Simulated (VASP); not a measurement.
# LiH17O9: single point with PBE

LiH17O9:

```xyz
27
Lattice="7.1739 0.0000 0.0000 0.0000 7.1739 0.0000 0.0000 0.0000 7.1739" Properties=species:S:1:pos:R:3 pbc="T T T"
O     1.3831    0.5644    0.7569
O     2.7334    5.4673    4.7149
O     5.0927    1.8928    3.2835
O     3.9628    0.4152    5.4331
O     5.4258    4.4967    1.8499
O     5.5892    0.4675    0.8571
O     1.4382    3.7022    2.6899
O     3.0117    3.9873    0.5088
O     1.9515    2.3694    5.7853
H     1.6862    0.9239   -0.0601
H     1.2965    1.4366    1.2534
H     3.4173    6.1888    4.9825
H     2.0836    6.1358    4.3951
H     5.3866    2.8198    3.0378
H     5.0220    1.4532    2.4148
H     3.1596    1.0856    5.3994
H     4.5035    0.8765    4.7285
H     5.6878    5.3876    1.6337
H     4.7786    4.2268    1.1455
H     6.5533    0.5560    0.6784
H     5.2302    0.4691   -0.0357
H     0.5309    3.6168    2.4794
H     1.9515    3.8929    1.8121
H     2.8865    4.7965   -0.0862
H     2.6756    3.2506   -0.0493
H     0.9916    2.3335    5.6214
Li    9.3820    3.7673    4.4196
```

The cell was built by a generator and needn't be a form met in nature.

- Program: VASP 6.6.1
- Task: single point
- Functional: PBE
- Potentials or basis: VASP PAW PBE potentials, release 64 (O, H, Li_sv)
- Cutoff: 520 eV
- k mesh: 1 × 1 × 1
- Occupations: fermi-dirac, width 0.02 eV
- Spin: no spin polarisation
- Dipole correction: no
- Further INCAR settings: LREAL = Auto; ALGO = Fast; EDIFF = 1e-07; NBANDS = 56

```yaml
Largest_force: 2.897 eV/Å
Band_gap_on_the_k_mesh: 3.90 eV, direct
```

Forces on the atoms (eV/Å):
```
O   -1.156  0.708  2.560
O   -0.044  1.542  0.132
O    0.343  1.155  0.076
O   -0.538  1.688 -0.657
O   -0.177 -1.394 -0.042
O    0.685 -0.105  0.388
O    2.357  0.136 -0.515
O    0.124  1.793 -0.280
O    0.365  0.006 -0.263
H    0.817  0.791 -2.296
H    0.173 -1.315 -0.176
H    0.056 -0.441  0.132
H   -0.126 -0.763 -0.127
H   -0.493 -0.795  0.305
H    0.132 -0.377 -0.375
H    0.519 -0.716  0.668
H    0.129 -0.351  0.105
H    0.206  1.163 -0.234
H    0.069  0.179  0.522
H    0.234 -0.133  0.388
H   -0.929  0.010 -0.754
H   -2.095 -0.003 -0.604
H   -0.394 -0.071  0.957
H    0.057 -1.163  0.890
H   -0.483 -0.622 -0.977
H    0.049 -0.226  0.146
Li   0.123 -0.694  0.033
```

Levels at points of the mesh, in eV from the valence-band top:
```csv
k point,band 35,band 36,band 37,band 38,band 39,band 40
"(0.00, 0.00, 0.00)",-0.77,-0.24,0.00,3.90,6.63,6.73
```

Wall time 82 s on 1 thread of AMD EPYC 7R43 64-Core Processor (Zen 3) (shared host), peak memory 0.35 GiB.
